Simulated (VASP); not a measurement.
# C (Fd-3m) in VASP: settings compared

The runs below take C through relaxation of cell and atoms, with PBE+D3, PBE+D3(BJ), PBE+D4, PBE+rVV10, PBE+TS.

Everything below comes from runs of VASP 6.6.1. Logs are shortened: lines on timing, memory, paths and dates and some standing lists are left out, and cuts for length are marked.

## Step 1: Starting point

It takes space group Fd-3m (No. 227, cubic). The conventional cell has a = 3.567 Å, b = 3.567 Å, c = 3.567 Å, α = 90.00°, β = 90.00°, γ = 90.00°. Around C (site symmetry -43m) lie 4 C at 1.54 Å.

This isn't the form of C at room conditions, which is graphite.

## Step 2: Relaxation of cell and atoms, PBE+D3

Input file INCAR:

```
  ALGO = Normal
  EDIFF = 1E-7
  EDIFFG = -0.01
  ENCUT = 600
  GGA = PE
  IBRION = 2
  ISIF = 3
  ISMEAR = -1
  IVDW = 11
  LASPH = True
  LCHARG = False
  LREAL = False
  LWAVE = False
  NELM = 80
  NSW = 60
  PREC = Accurate
  SIGMA = 0.05
```

Input file KPOINTS:

```
k-points
0
Gamma
  13 13 13
```

Input file POSCAR:

```
C
1.0
    0.0000000000      1.7833700000      1.7833700000
    1.7833700000      0.0000000000      1.7833700000
    1.7833700000      1.7833700000      0.0000000000
C
2
Direct
    0.7500000000      0.7500000000      0.7500000000
    0.5000000000      0.5000000000      0.5000000000
```

Potentials or basis: VASP PAW PBE potentials, release 64 (C).

The run is started by

```bash
> cat potpaw_PBE.64/C/POTCAR > POTCAR
> mpirun -np 1 vasp_std > vasp.out
```

OUTCAR:

```text
EDIFF = 1E-7
   EDIFFG = -0.01
   ENCUT = 600
   GGA = PE
   IBRION = 2
   ISIF = 3
   ISMEAR = -1
   IVDW = 11
   LASPH = True
   LREAL = False
   NELM = 80
   NSW = 60
   PREC = Accurate
 IVDW          = 11

 ion  position               nearest neighbor table
   1  0.750  0.750  0.750-   2 1.54   2 1.54   2 1.54   2 1.54
   2  0.500  0.500  0.500-   1 1.54   1 1.54   1 1.54   1 1.54

  LATTYP: Found a face centered cubic cell.
 ALAT       =     3.5667400000

  Lattice vectors:

 A1 = (   0.0000000000,   1.7833700000,   1.7833700000)
 A2 = (   1.7833700000,   0.0000000000,   1.7833700000)
 A3 = (   1.7833700000,   1.7833700000,   0.0000000000)

Analysis of symmetry for initial positions (statically):
=====================================================================
 Subroutine PRICEL returns:
 Original cell was already a primitive cell.

 Routine SETGRP: Setting up the symmetry group for a
 face centered cubic supercell.

 Subroutine GETGRP returns: Found 48 space group operations
 (whereof 24 operations were pure point group operations)
 out of a pool of 48 trial point group operations.

The static configuration has the point symmetry T_d .
 The point group associated with its full space group is O_h .

Analysis of symmetry for dynamics (positions and initial velocities):
=====================================================================
 Subroutine PRICEL returns:
 Original cell was already a primitive cell.

 Routine SETGRP: Setting up the symmetry group for a
 face centered cubic supercell.

 Subroutine GETGRP returns: Found 48 space group operations
 (whereof 24 operations were pure point group operations)
 out of a pool of 48 trial point group operations.

The dynamic configuration has the point symmetry T_d .
 The point group associated with its full space group is O_h .

 Subroutine INISYM returns: Found 48 space group operations
 (whereof 24 operations are pure point group operations),
 and found     1 'primitive' translations

----------------------------------------------------------------------------------------

                                     Primitive cell

  volume of cell :      11.3437

  direct lattice vectors                    reciprocal lattice vectors
     0.000000000  1.783370000  1.783370000    -0.280368067  0.280368067  0.280368067
     1.783370000  0.000000000  1.783370000     0.280368067 -0.280368067  0.280368067
     1.783370000  1.783370000  0.000000000     0.280368067  0.280368067 -0.280368067

  length of vectors
     2.522066041  2.522066041  2.522066041     0.485611737  0.485611737  0.485611737

  position of ions in fractional coordinates (direct lattice)
     0.750000000  0.750000000  0.750000000
     0.500000000  0.500000000  0.500000000

  ion indices of the primitive-cell ions
   primitive index   ion index
                 1           1
                 2           2

----------------------------------------------------------------------------------------

 KPOINTS: k-points

Automatic generation of k-mesh.
 Grid dimensions read from file:
 generate k-points for:   13   13   13

 Generating k-lattice:

  Cartesian coordinates                     Fractional coordinates (reciprocal lattice)
    -0.021566774  0.021566774  0.021566774     0.076923077  0.000000000  0.000000000
     0.021566774 -0.021566774  0.021566774     0.000000000  0.076923077  0.000000000
     0.021566774  0.021566774 -0.021566774     0.000000000  0.000000000  0.076923077

  Length of vectors
     0.037354749  0.037354749  0.037354749

  Shift w.r.t. Gamma in fractional coordinates (k-lattice)
     0.000000000  0.000000000  0.000000000

 Subroutine IBZKPT returns following result:
 ===========================================

 Found     84 irreducible k-points:

 Following reciprocal coordinates:
            Coordinates               Weight
  0.000000  0.000000  0.000000      1.000000
  0.076923  0.000000  0.000000      8.000000
  0.153846  0.000000  0.000000      8.000000
  0.230769  0.000000  0.000000      8.000000
  0.307692  0.000000  0.000000      8.000000
  0.384615  0.000000  0.000000      8.000000
[... 42 lines left out ...]
 -0.461538  0.461538  0.000000     12.000000
  0.230769  0.153846  0.076923     24.000000
 [... further k-points ...]
   k-points           NKPTS =     84   k-points in BZ     NKDIM =     84   number of bands    NBANDS=      8
   number of dos      NEDOS =    301   number of ions     NIONS =      2
   total plane-waves  NPLWV =   8000
   dimension x,y,z NGX =    20 NGY =   20 NGZ =   20
   dimension x,y,z NGXF=    40 NGYF=   40 NGZF=   40
   ions per type =               2
   NGX,Y,Z   is equivalent  to a cutoff of  13.18, 13.18, 13.18 a.u.
   NGXF,Y,Z  is equivalent  to a cutoff of  26.37, 26.37, 26.37 a.u.
 SYSTEM =  unknown system
   PREC   = accura    normal or accurate (medium, high low for compatibility)
   ISTART =      0    job   : 0-new  1-cont  2-samecut
   ICHARG =      2    charge: 1-file 2-atom 10-const
   ISPIN  =      1    spin polarized calculation?
   LNONCOLLINEAR =      F non collinear calculations
   LSORBIT =      F    spin-orbit coupling
   LASPH  =      T    aspherical Exc in radial PAW
   ENCUT  =  600.0 eV  44.10 Ry    6.64 a.u.   5.04  5.04  5.04*2*pi/ulx,y,z
   NELM   =     80;   NELMIN=  2; NELMDL= -5     # of ELM steps
   EDIFF  = 0.1E-06   stopping-criterion for ELM
   LREAL  =      F    real-space projection
   EDIFFG = -.1E-01   stopping-criterion for IOM
   NSW    =     60    number of steps for IOM
   IBRION =      2    ionic relax: 0-MD 1-quasi-New 2-CG
   NFREE  =      1    steps in history (QN), initial steepest desc. (CG)
   ISIF   =      3    stress and relaxation
   ISYM   =      2    0-nonsym 1-usesym 2-fastsym
   POTIM  = 0.5000    time-step for ionic-motion
   TEBEG  =    0.0;   TEEND  =   0.0 temperature during run
   PSTRESS=    0.0 pullay stress
   NELECT =       8.0000    total number of electrons
   NUPDOWN=      -1.0000    fix difference up-down
   EMIN   =  10.00;   EMAX   =-10.00  energy-range for DOS
   EFERMI =   0.00;   METHOD = LEGACY
   ISMEAR =    -1;   SIGMA  =   0.05  broadening in eV -4-tet -1-fermi 0-gaus
   EFERMI_NEDOS =   21; number of points for ismear=-14 and -15
   IALGO  =     38    algorithm
   IMIX   =      4    mixing-type and parameters
     AMIX     =   0.40;   BMIX     =  1.00
     AMIX_MAG =   1.60;   BMIX_MAG =  1.00
  volume/ion in A,a.u.               =       5.67        38.28
  Fermi-wavevector in a.u.,A,eV,Ry     =   1.457203  2.753714 28.891161  2.123440
  Thomas-Fermi vector in A             =   2.574032
   LORBIT       =      0    0 simple, 1 ext, 2 COOP (PROOUT), +10 PAW based schemes
   GGA     = PE    functional components
   LHFCALC =     F    Hartree Fock is set to
   AEXX    =    0.0000 exact exchange contribution
   IVDW    =    11    specifies the selected vdW correction
   LEPSILON=     F    determine dielectric tensor
   LRPA    =     F    only Hartree local field effects (RPA)
 conjugate gradient relaxation of ions
 non-spin polarized calculation
  energy-cutoff  :      600.00
  volume of cell :       11.34
 maximum number of plane-waves:       388
   NGX =  9   NGY =  9   NGZ =  9

--------------------------------------- Ionic step        1  -------------------------------------------

 number of electron       7.9999999 magnetization

 Free energy of the ion-electron system (eV)
  ---------------------------------------------------
  ext. energy  EPLUGINS =         0.00000000
  ---------------------------------------------------
  free energy    TOTEN  =       -18.19006728 eV

  energy without entropy =      -18.19006728  energy(sigma->0) =      -18.19006728

------------------------ aborting loop because EDIFF is reached ----------------------------------------

 Edisp (eV)   -0.21658

 E8    (eV) :    -0.0827

  FORCE on cell =-STRESS in cart. coord.  units (eV):
  Direction    XX          YY          ZZ          XY          YZ          ZX
  --------------------------------------------------------------------------------------
  -------------------------------------------------------------------------------------
  Total      -0.08235    -0.08235    -0.08235     0.00000     0.00000    -0.00000
  in kB     -11.63140   -11.63140   -11.63140     0.00000     0.00000    -0.00000
  external pressure =      -11.63 kB  Pullay stress =        0.00 kB
[... 61 lines left out ...]
  energy  without entropy=      -18.4065940636  energy(sigma->0) =      -18.40659406

--------------------------------------- Ionic step        3  -------------------------------------------

 number of electron       7.9999999 magnetization

 Free energy of the ion-electron system (eV)
  ---------------------------------------------------
  ext. energy  EPLUGINS =         0.00000000
  ---------------------------------------------------
  free energy    TOTEN  =       -18.18961286 eV

  energy without entropy =      -18.18961286  energy(sigma->0) =      -18.18961286

 E-fermi :  10.7279     XC(G=0): -13.2643

 val. band max:        9.7677442558   @ k =   0.0000   0.0000   0.0000
 cond. band min:      13.9160887521   @ k =   0.3846   0.3846   0.0000
 fundamental gap:      4.1483444962
 Fermi energy:        10.7278966843

 k-point     1 :       0.0000    0.0000    0.0000
  band No.  band energies     occupation
      1     -11.7452      2.00000
      2       9.7677      2.00000
      3       9.7677      2.00000
      4       9.7677      2.00000
      5      15.3655      0.00000
      6      15.3655      0.00000
      7      15.3655      0.00000
      8      23.1613      0.00000
[... 419 lines left out ...]
 k-point    40 :       0.4615    0.3077    0.0000
  band No.  band energies     occupation
      1      -6.0484      2.00000
      2       0.3654      2.00000
      3       2.7698      2.00000
      4       4.2730      2.00000
      5      15.0221      0.00000
      6      18.2123      0.00000
      7      24.1539      0.00000
      8      24.3919      0.00000

 [... further k-points ...]

------------------------ aborting loop because EDIFF is reached ----------------------------------------

 Edisp (eV)   -0.21715

 E8    (eV) :    -0.0829

  FORCE on cell =-STRESS in cart. coord.  units (eV):
  Direction    XX          YY          ZZ          XY          YZ          ZX
  --------------------------------------------------------------------------------------
  -------------------------------------------------------------------------------------
  Total       0.00084     0.00084     0.00084     0.00000     0.00000    -0.00000
  in kB       0.11927     0.11927     0.11927     0.00000     0.00000    -0.00000
  external pressure =        0.12 kB  Pullay stress =        0.00 kB
[... 17 lines left out ...]
  FREE ENERGIE OF THE ION-ELECTRON SYSTEM (eV)
  ---------------------------------------------------
  free  energy   TOTEN  =       -18.4067581037 eV

  energy  without entropy=      -18.4067581037  energy(sigma->0) =      -18.40675810

 reached required accuracy - stopping structural energy minimisation
```

It took 16 s on 1 thread of Intel Xeon Platinum 8488C (Sapphire Rapids), shared host; peak memory 0.13 GiB.

Results:

| Quantity | Value |
| --- | --- |
| Free energy | -18.4068 eV |
| Relaxed volume | 5.66 Å³/atom |
| Relaxed cell | a = 2.520 Å, b = 2.520 Å, c = 2.520 Å, α = 60.00°, β = 60.00°, γ = 60.00° |
| Space group after relaxing (to 0.05 Å) | Fd-3m (No. 227) |
| Energy gained by relaxing | 0.1 meV/atom |
| Ionic steps | 3 |
| Pressure after relaxing | 0.0 GPa |
| Band gap on the k mesh | 4.15 eV, indirect (least direct gap 5.60 eV) |
| Dispersion energy per atom | -0.109 eV |

The path:
```tsv
step	energy change (eV)	largest force (eV/Å)	pressure (GPa)	volume (Å³)
1	0.0000	0.0000	-1.16	11.34
2	0.0001	0.0000	1.44	11.28
3	-0.0001	0.0000	0.01	11.31
```

Final structure:
```
C
1.0
     0.00000    1.78176    1.78176
     1.78176    0.00000    1.78176
     1.78176    1.78176    0.00000
C
2
Direct
  0.75000 0.75000 0.75000
  0.50000 0.50000 0.50000
```

Caveat: an odd mesh through Γ misses points on the zone boundary, where band edges often lie.

## Step 3: Relaxation of cell and atoms, PBE+D3(BJ)

Input file INCAR:

```
ALGO = Normal
EDIFF = 1E-6
EDIFFG = -0.02
ENCUT = 600
GGA = PE
IBRION = 2
ISIF = 3
ISMEAR = -1
IVDW = 12
LASPH = True
LCHARG = False
LREAL = False
LWAVE = False
NELM = 100
NSW = 60
PREC = Accurate
SIGMA = 0.05
```

KPOINTS is that of step 2.

POSCAR is that of step 2.

Potentials or basis: VASP PAW PBE potentials, release 64 (C).

The run is started by

```bash
> cat potpaw_PBE.64/C/POTCAR > POTCAR
> mpirun -np 1 vasp_std > vasp.out
```

Run time: 15 s. Hardware: 1 thread of Intel Xeon Platinum 8488C (Sapphire Rapids), shared host; peak memory 0.13 GiB.

Results (log left out):

- Free energy: -18.5737 eV
- Relaxed volume: 5.63 Å³/atom
- Relaxed cell: a = 2.515 Å, b = 2.515 Å, c = 2.515 Å, α = 60.00°, β = 60.00°, γ = 60.00°
- Space group after relaxing (to 0.05 Å): Fd-3m (No. 227)
- Energy gained by relaxing: 0.5 meV/atom
- Ionic steps: 3
- Pressure after relaxing: 0.0 GPa
- Band gap on the k mesh: 4.16 eV, indirect (least direct gap 5.61 eV)
- Dispersion energy per atom: -0.193 eV

The path:
| step | energy change (eV) | largest force (eV/Å) | pressure (GPa) | volume (Å³) |
| --- | --- | --- | --- | --- |
| 1 | 0.0000 | 0.0000 | -3.60 | 11.34 |
| 2 | 0.0006 | 0.0000 | 4.60 | 11.14 |
| 3 | -0.0011 | 0.0000 | -0.01 | 11.25 |

Final structure:
```cif
data_structure
_symmetry_space_group_name_H-M 'P 1'
_symmetry_Int_Tables_number 1
_cell_length_a 2.5151
_cell_length_b 2.5151
_cell_length_c 2.5151
_cell_angle_alpha 60.000
_cell_angle_beta 60.000
_cell_angle_gamma 60.000
_cell_volume 11.25
loop_
_atom_site_label
_atom_site_type_symbol
_atom_site_fract_x
_atom_site_fract_y
_atom_site_fract_z
_atom_site_occupancy
C1 C 0.75000 0.75000 0.75000 1
C2 C 0.50000 0.50000 0.50000 1
```

Levels at points of the mesh, in eV from the valence-band top:
```
           k point  band 2  band 3  band 4  band 5  band 6  band 7
(0.00, 0.00, 0.00)    0.00    0.00    0.00    5.61    5.61    5.61
```

Caveat: an odd mesh through Γ misses points on the zone boundary, where band edges often lie.

## Step 4: Relaxation of cell and atoms, PBE+D4

Input file INCAR:

```
SYSTEM = C
PREC = Accurate
ENCUT = 600
EDIFF = 1E-7
ISMEAR = -1
SIGMA = 0.05
LREAL = .FALSE.
LASPH = .TRUE.
NELM = 80
ALGO = Normal
ISIF = 3
LWAVE = .FALSE.
LCHARG = .FALSE.
GGA = PE
IVDW = 13
IBRION = 2
NSW = 40
EDIFFG = -0.01
```

Input file KPOINTS:

```
regular mesh
0
G
  13 13 13
  0 0 0
```

POSCAR is that of step 3.

The run is started by

```bash
> cat potpaw_PBE.64/C/POTCAR > POTCAR
> mpirun -np 1 vasp_std > vasp.out
```

It took 26 s on 1 thread of Intel Xeon Platinum 8488C (Sapphire Rapids), shared host; peak memory 0.12 GiB.

It converged, with:

```
Free energy                            : -18.6174 eV
Relaxed volume                         : 5.63 Å³/atom
Relaxed cell                           : a = 2.515 Å, b = 2.515 Å, c = 2.515 Å, α = 60.00°, β = 60.00°, γ = 60.00°
Space group after relaxing (to 0.05 Å) : Fd-3m (No. 227)
Energy gained by relaxing              : 0.5 meV/atom
Ionic steps                            : 3
Pressure after relaxing                : 0.0 GPa
Band gap on the k mesh                 : 4.16 eV, indirect (least direct gap 5.61 eV)
Dispersion energy per atom             : -0.215 eV
```

The path:
```
step  energy change (eV)  largest force (eV/Å)  pressure (GPa)  volume (Å³)
   1              0.0000                0.0000           -3.50        11.34
   2              0.0005                0.0000            4.49        11.14
   3             -0.0010                0.0000            0.01        11.25
```

Final structure:
```
C
1.0
     0.00000    1.77860    1.77860
     1.77860    0.00000    1.77860
     1.77860    1.77860    0.00000
C
2
Direct
  0.75000 0.75000 0.75000
  0.50000 0.50000 0.50000
```

Levels at points of the mesh, in eV from the valence-band top:
```tsv
k point	band 1	band 2	band 3	band 4	band 5	band 6	band 7	band 8
(0.00, 0.00, 0.00)	-21.58	0.00	0.00	0.00	5.61	5.61	5.61	13.52
```

Caveat: an odd mesh through Γ misses points on the zone boundary, where band edges often lie.

## Step 5: Relaxation of cell and atoms, PBE+rVV10

Input file INCAR:

```
PREC     = Accurate       # precision mode
ENCUT    = 600            # plane-wave cutoff, eV
EDIFF    = 1E-6           # SCF threshold, eV
ISMEAR   = -1             # smearing method
SIGMA    = 0.05           # smearing width, eV
LREAL    = F              # projectors in reciprocal space
LASPH    = T              # aspherical terms in the spheres
NELM     = 100            # most SCF steps
ALGO     = Normal         # electronic algorithm
ISIF     = 3              # what is computed and relaxed
LWAVE    = F              # write WAVECAR
LCHARG   = F              # write CHGCAR
GGA      = PE             # functional
LUSE_VDW = T            
IVDW_NL  = 2            
BPARAM   = 10.0         
CPARAM   = 0.0093       
IBRION   = 2              # ionic algorithm
NSW      = 60             # ionic steps
EDIFFG   = -0.005         # ionic threshold
```

Input file KPOINTS:

```
regular mesh
0
Gamma
  13 13 13
```

POSCAR is that of step 4.

The run is started by

```bash
> cat potpaw_PBE.64/C/POTCAR > POTCAR
> mpirun -np 1 vasp_std > vasp.out
```

Run time: 32 s. Hardware: 1 thread of Intel Xeon Platinum 8488C (Sapphire Rapids), shared host; peak memory 0.17 GiB.

The run converged. Its results:

- Free energy: -18.0916 eV
- Relaxed volume: 5.68 Å³/atom
- Relaxed cell: a = 2.523 Å, b = 2.523 Å, c = 2.523 Å, α = 60.00°, β = 60.00°, γ = 60.00°
- Space group after relaxing (to 0.05 Å): Fd-3m (No. 227)
- Energy gained by relaxing: 0.0 meV/atom
- Ionic steps: 3
- Pressure after relaxing: 0.0 GPa
- Band gap on the k mesh: 4.10 eV, indirect (least direct gap 5.58 eV)

Final structure:
```xyz
2
Lattice="0.0000 1.7842 1.7842 1.7842 0.0000 1.7842 1.7842 1.7842 0.0000" Properties=species:S:1:pos:R:3 pbc="T T T"
C     2.6762    2.6762    2.6762
C     1.7842    1.7842    1.7842
```

Levels at points of the mesh, in eV from the valence-band top:
```csv
k point,band 1,band 2,band 3,band 4,band 5,band 6,band 7,band 8
"(0.00, 0.00, 0.00)",-21.48,0.00,0.00,0.00,5.58,5.58,5.58,13.29
```

Caveat: an odd mesh through Γ misses points on the zone boundary, where band edges often lie.

[end of part 1 of 2]
